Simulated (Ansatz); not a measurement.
# SiO2 (Cristobalite) (P4_12_12) in Ansatz: reference runs, part 2 of 2

Ansatz 0.2.0.

### 3 Single point, PBE (atoms moved at random, drawn with an rms of 0.05 Å)

Input file input.yaml:

```yaml
crystal:
  lattice:
    - [4.982, 0.0, 0.0]
    - [0.0, 4.982, 0.0]
    - [0.0, 0.0, 6.963]
  atoms:
    - { symbol: Si, position: [0.800419, 0.200472, 0.747239] }
    - { symbol: Si, position: [0.693949, 0.705574, 0.501206] }
    - { symbol: Si, position: [0.211687, 0.801396, 0.247966] }
    - { symbol: Si, position: [0.298817, 0.291225, -0.00174] }
    - { symbol: O, position: [0.098978, 0.235739, 0.825863] }
    - { symbol: O, position: [0.268988, 0.612833, 0.063198] }
    - { symbol: O, position: [0.904619, 0.759638, 0.316318] }
    - { symbol: O, position: [0.735451, 0.395223, 0.572456] }
    - { symbol: O, position: [0.603935, 0.261436, 0.924768] }
    - { symbol: O, position: [0.763475, 0.899843, 0.678007] }
    - { symbol: O, position: [0.393546, 0.733166, 0.418426] }
    - { symbol: O, position: [0.243587, 0.113498, 0.178] }
kpoints:
  mp_grid: { grid: [6, 6, 4] }
scf:
  occupations: { method: fermi_dirac, width: 0.05 }
hamiltonian:
  xc: pbe
  pseudopotentials: { kind: all_electron, lapw: { basis_error: 0.001 } }
output:
  forces: true
  stress: true
  eigenvalues: true
  populations: true
```

Potentials or basis: all-electron LAPW, scalar-relativistic.

Launch:

```console
> ansatz run input.yaml --threads 8 --pin off --max-ram 24576MiB --backend cpu --events-out ev --progress --plain --runs-dir out
```

What it wrote:

```text
Warning: RAYON_NUM_THREADS=8 ignored (pool sized by the plan → 8); use --threads N
Si: projections on atomic orbitals take those of the free atom 1s2 2s2 2p6 3s2 3p2, of charge +0.00 (hamiltonian.pseudopotentials.projection_atoms)
O: projections on atomic orbitals take those of the free atom 1s2 2s2 2p4, of charge +0.00 (hamiltonian.pseudopotentials.projection_atoms)
LAPW: plane waves up to 12.746 Å⁻¹, error target 1.0e-3 eV per atom; small_component_spin mean_spin; O in spheres of 0.734 Å, 8 of its electrons in bands, Dirac shells []; Si in spheres of 0.797 Å, 12 of its electrons in bands, Dirac shells [] (how accurate: hamiltonian.pseudopotentials.lapw.basis_error, Limitations)
Engine: ansatz 0.2.0, x86_64-unknown-linux-gnu
Pseudopotentials: kind: all_electron
Pseudopotential: Si, LAPW, valence charge 12, lapw/all_electron/scalar/gaussian/Si, Koelling and Harmon's equation, gaussian nucleus
Pseudopotential: O, LAPW, valence charge 8, lapw/all_electron/scalar/gaussian/O, Koelling and Harmon's equation, gaussian nucleus
Functional definition: PBE
  parameter kappa = 0.804
  parameter beta = 0.06672455060314922
  exchange = pbe_x(kappa = kappa, mu = beta*pi^2/3)
  correlation = pbe_c(beta = beta)
Crystal: 12 atoms, lattice volume = 172.824 Å³
Basis set: ecut = 618.9292231302849 eV, 6041 PW (Γ), exchange–correlation at level 2
Bands: 68, of which v1, the nominal top of the filled ones, is band 56 counted from 1 (55 counted from 0)
Symmetry: 1 space group operations
Space group: P1 (ITA 1), of the structure as read, at distance tolerance 5.6e-5 Å
k-points: 76 of 144 (time reversal used)
Non-local potential: Si, projectors of the file, none
Non-local potential: O, projectors of the file, none
Initial density: superposition of atomic densities (chi_scale 0.1, normalization cell, long waves kept (reshape's long-wave potential 0.07 eV rms))
Initial wavefunctions: plane waves of lowest kinetic energy (no species holds an atomic orbital)
Functional: x = pbe(κ = 0.804, μ = 0.2195149727645171), c = pbe(β = 0.06672455060314922)
iter 1 solved again at ethr=2.86e-2 eV; its pass at ethr=1.00e-1 eV (dr2=3.20e1 eV) is discarded
SCF iter   1: F=—  HF=-47982.389583 eV  |F-HF|=—  |Δ(HF+E_count)|=         —  Δρ=1.40e-1  dr2=3.17e1  ethr=2.86e-2  ⟨swp⟩=2.2  Hψ=35375  notcnv=0
preconditioner: auto → Resta (q_TF=auto, 2.538 Å⁻¹)  ε∞=2.5  [insulator: Δε(μ)=7.937 eV  Ē_g=18.608 eV  σ=0.050 eV  W_gap=1.00  n_scr=48 (ndim 8)  ℏωp=22.6 eV  f_vac=0.231  D(μ)=0.00/eV (n_scr^D=0)  ε∞_Penn≈2.5]
iter 2 solved again at ethr=8.88e-4 eV; its pass at ethr=2.83e-2 eV (dr2=9.95e-1 eV) is discarded
SCF iter   2: F=—  HF=-47969.442234 eV  |F-HF|=—  |Δ(HF+E_count)|=    1.29e1  Δρ=3.23e-2  dr2=9.97e-1  ethr=8.88e-4  ⟨swp⟩=2.2  Hψ=27930  notcnv=0  defer=1
SCF iter   3: F=—  HF=-47969.227774 eV  |F-HF|=—  |Δ(HF+E_count)|=         —  Δρ=2.14e-2  dr2=7.45e-1  ethr=8.88e-4  ⟨swp⟩=3.0  Hψ=14677  notcnv=0
the basis was enlarged: its passes take 1.5 MiB over the memory plan, 8 of 8 planned eigensolver slots
SCF iter   4: F=—  HF=-47969.215068 eV  |F-HF|=—  |Δ(HF+E_count)|=   1.27e-2  Δρ=4.92e-3  dr2=3.46e-2  ethr=6.65e-4  ⟨swp⟩=3.0  Hψ=15967  notcnv=0
SCF iter   5: F=—  HF=-47969.218403 eV  |F-HF|=—  |Δ(HF+E_count)|=   3.34e-3  Δρ=1.56e-3  dr2=3.61e-3  ethr=3.09e-5  ⟨swp⟩=3.0  Hψ=15656  notcnv=0
SCF iter   6: F=—  HF=-47969.220772 eV  |F-HF|=—  |Δ(HF+E_count)|=   2.37e-3  Δρ=3.21e-4  dr2=2.52e-4  ethr=3.22e-6  ⟨swp⟩=3.0  Hψ=15604  notcnv=0
SCF iter   7: F=—  HF=-47969.221305 eV  |F-HF|=—  |Δ(HF+E_count)|=   5.32e-4  Δρ=1.07e-4  dr2=1.70e-5  ethr=2.25e-7  ⟨swp⟩=3.0  Hψ=15196  notcnv=0
SCF iter   8: F=—  HF=-47969.221316 eV  |F-HF|=—  |Δ(HF+E_count)|=   1.14e-5  Δρ=4.99e-5  dr2=3.34e-6  ethr=1.52e-8  ⟨swp⟩=3.0  Hψ=14746  notcnv=0
SCF iter   9: F=—  HF=-47969.221318 eV  |F-HF|=—  |Δ(HF+E_count)|=   1.54e-6  Δρ=1.12e-5  dr2=2.15e-7  ethr=2.98e-9  ⟨swp⟩=3.0  Hψ=14743  notcnv=0
SCF iter  10: F=-47969.221318 eV  HF=-47969.221318 eV  |F-HF|=7.77e-8  |Δ(HF+E_count)|=   7.82e-7  Δρ=3.96e-6  dr2=3.06e-8  ethr=1.92e-10  ⟨swp⟩=3.0  Hψ=14758  notcnv=0
SCF 1 converged in 10 iterations: F = -47969.221318 eV  dr2 = 3.06e-8
SCF converged after 10 iterations
Free energy (F): -47969.221318 eV
Harris-Foulkes:  -47969.221318 eV  (|F-HF|=7.77e-8)
Internal energy: -47969.221318 eV  (E = F + TS)
E sigma→0 (E₀):  -47969.221318 eV
Fermi energy:    4.906414 eV
--- Per-component energies (eV) ---
  E_band       = -11458.822714
  E_kinetic    = 48051.142303
  E_xc         = -4155.463675
  E_electrostatic = -91864.899947  (all electrons and nuclei)
  E_smearing   = -0.000000  (= −TS)
  E_closure    = 0.000000  (closes the sum)
  E_atoms      = -47874.655558  (free atoms, spherical and without spin; not in F)
  Σ components = -47969.221318   (vs F -47969.221318, Δ=0.00e0)
  Basis errors (estimates in eV, not in F): energy 5.3e-4 per atom: plane waves 4.9e-4 (3.2e-4 summed), levels above the bands 1.2e-77, relativity 1.0e-7, radial functions 3.7e-5, core shells 5.1e-10; eigenvalues (radial functions only) 5.3e-6; not estimated: angular momenta, meshes, grids; target (lapw.basis_error) 1.0e-3; muffin-tin radii O 0.734 Å, Si 0.797 Å
--- Forces (eV/Å), atoms counted from 1 ---
  atom   1  Si    -0.29554349     0.63572240     0.94244253
  atom   2  Si     1.88502851    -0.80811027    -1.49177710
  atom   3  Si    -2.48116026     0.54879587    -2.97126010
  atom   4  Si     0.89441460     2.94526327    -0.32503379
  atom   5  O      0.19869484    -0.16231627    -0.94958910
  atom   6  O      0.08591530    -0.82622412    -0.40650683
  atom   7  O     -1.57803402    -0.11753238     1.26256258
  atom   8  O     -0.25174760     1.09088399    -1.08273634
  atom   9  O     -0.05558084    -0.13682836     0.33776886
  atom  10  O     -0.33250967    -1.24774368    -0.32675472
  atom  11  O      2.20762381    -0.44129193     3.05323773
  atom  12  O     -0.27712194    -1.48061774     1.95763150
  max |Σ_I F_I| component: 2.08e-5 eV/Å
--- Stress (GPa, compression-positive) ---
        7.010399      -0.213070       4.158059
       -0.213070       4.187643      -1.577519
        4.158059      -1.577519       9.112298
  P = ⅓ Tr σ = 6.7701 GPa (67.701 kbar)
--- Band table (eV; the first three rows and the last of 76) ---
  k-point 0: bands = ["-501.9113", "-501.8499", "-501.6845", "-501.5841", "-501.5738", "-501.3866", "-501.3637", "-501.2232", "-130.7389", "-130.1897", "-130.1067", "-130.0903", "-86.8065", "-86.8010", "-86.7933", "-86.2511", "-86.2458", "-86.2410", "-86.1688", "-86.1654", "-86.1576", "-86.1562", "-86.1467", "-86.1368", "-17.6187", "-16.8318", "-16.6479", "-15.7331", "-15.5685", "-15.3437", "-15.1448", "-14.9213", "-7.6150", "-5.5977", "-5.4070", "-4.0101", "-3.7580", "-3.6527", "-3.1442", "-2.9951", "-1.1259", "-1.0723", "-1.0119", "-0.6725", "-0.2972", "-0.2182", "0.0944", "0.1729", "0.2049", "0.7329", "0.7698", "0.8238", "1.3165", "1.6533", "1.7669", "2.0425", "7.6717", "10.6862", "10.8596", "11.0859", "11.2149", "11.5861", "11.8862", "12.9630", "13.1660", "13.2136", "13.3825", "13.5242"]
  k-point 1: bands = ["-501.9113", "-501.8499", "-501.6845", "-501.5841", "-501.5738", "-501.3866", "-501.3637", "-501.2232", "-130.7389", "-130.1897", "-130.1067", "-130.0903", "-86.8065", "-86.8010", "-86.7933", "-86.2511", "-86.2458", "-86.2410", "-86.1688", "-86.1654", "-86.1576", "-86.1562", "-86.1467", "-86.1368", "-17.5624", "-17.0859", "-16.3828", "-15.7767", "-15.5744", "-15.3418", "-15.1485", "-14.9432", "-7.4471", "-6.2446", "-4.8287", "-4.0674", "-3.7097", "-3.6124", "-3.2472", "-3.0773", "-1.0791", "-1.0053", "-0.9238", "-0.5988", "-0.2814", "-0.2223", "-0.0430", "0.0784", "0.1863", "0.4879", "0.9052", "1.1473", "1.3428", "1.5379", "1.6952", "1.9382", "8.0115", "10.0051", "10.9639", "11.2562", "11.5670", "11.6503", "11.7916", "12.6736", "12.9346", "13.1629", "13.3954", "13.5173"]
  k-point 2: bands = ["-501.9113", "-501.8499", "-501.6845", "-501.5841", "-501.5738", "-501.3866", "-501.3637", "-501.2232", "-130.7389", "-130.1897", "-130.1067", "-130.0903", "-86.8065", "-86.8010", "-86.7933", "-86.2511", "-86.2458", "-86.2410", "-86.1688", "-86.1654", "-86.1576", "-86.1562", "-86.1467", "-86.1368", "-17.4530", "-17.2890", "-16.1874", "-15.8556", "-15.5794", "-15.3399", "-15.1530", "-14.9643", "-7.1058", "-6.7814", "-4.4370", "-4.2263", "-3.6467", "-3.4867", "-3.4279", "-3.1733", "-1.0364", "-0.9396", "-0.7567", "-0.5368", "-0.3516", "-0.2502", "-0.1445", "0.0268", "0.1477", "0.3956", "1.0583", "1.2835", "1.4355", "1.4775", "1.5773", "1.7618", "8.7757", "9.0261", "11.2797", "11.4018", "11.5913", "11.6071", "12.1819", "12.3130", "12.6418", "12.7324", "13.6056", "13.6096"]
  k-point 75: bands = ["-501.9113", "-501.8499", "-501.6845", "-501.5841", "-501.5738", "-501.3866", "-501.3637", "-501.2232", "-130.7389", "-130.1897", "-130.1067", "-130.0903", "-86.8065", "-86.8010", "-86.7933", "-86.2511", "-86.2458", "-86.2410", "-86.1688", "-86.1654", "-86.1576", "-86.1562", "-86.1467", "-86.1368", "-17.0077", "-16.7799", "-16.5862", "-16.3189", "-15.7414", "-15.4991", "-15.3015", "-14.9828", "-5.8620", "-5.6131", "-5.3727", "-5.1163", "-3.4729", "-3.2381", "-3.0038", "-2.6793", "-1.2669", "-1.2161", "-0.9915", "-0.9261", "-0.5383", "-0.3862", "-0.3037", "-0.1414", "0.3916", "0.5104", "0.6749", "0.8068", "1.1707", "1.3344", "1.4534", "1.6290", "10.9112", "11.1197", "11.2422", "11.4255", "11.5054", "11.7662", "11.8610", "11.9904", "12.1807", "12.4496", "12.5182", "12.7110"]
--- Löwdin populations: 12 sites ---
  site symbol       q [e]
     0     Si     12.1672
     1     Si     12.1842
     2     Si     12.1775
     3     Si     12.1769
     4      O      8.8077
     5      O      8.8077
     6      O      8.8051
     7      O      8.8017
     8      O      8.8061
     9      O      8.7959
    10      O      8.7996
    11      O      8.8021
  spilling = 0.007236 (of n_electrons = 120.000000)
```

Run time: 2.4 min. Hardware: 8 threads of Intel Xeon 6975P-C (Granite Rapids), shared host; peak memory 3.9 GiB.

What came out:

| Property | Result |
| --- | --- |
| Free energy | -47969.2213 eV |
| Pressure | 6.8 GPa |
| Largest force | 3.910 eV/Å |
| Band gap on the k mesh | 5.63 eV, direct |
| Loewdin charges | Si +1.83, +1.82; O -0.81, -0.80 e |

Forces on the atoms (eV/Å):
```
Si  -0.296  0.636  0.942
Si   1.885 -0.808 -1.492
Si  -2.481  0.549 -2.971
Si   0.894  2.945 -0.325
O    0.199 -0.162 -0.950
O    0.086 -0.826 -0.407
O   -1.578 -0.118  1.263
O   -0.252  1.091 -1.083
O   -0.056 -0.137  0.338
O   -0.333 -1.248 -0.327
O    2.208 -0.441  3.053
O   -0.277 -1.481  1.958
```

Caveat: the atomic charges don't sum to the cell's charge; the cell was measured hot, at 340 K. A k mesh can miss the band edges.
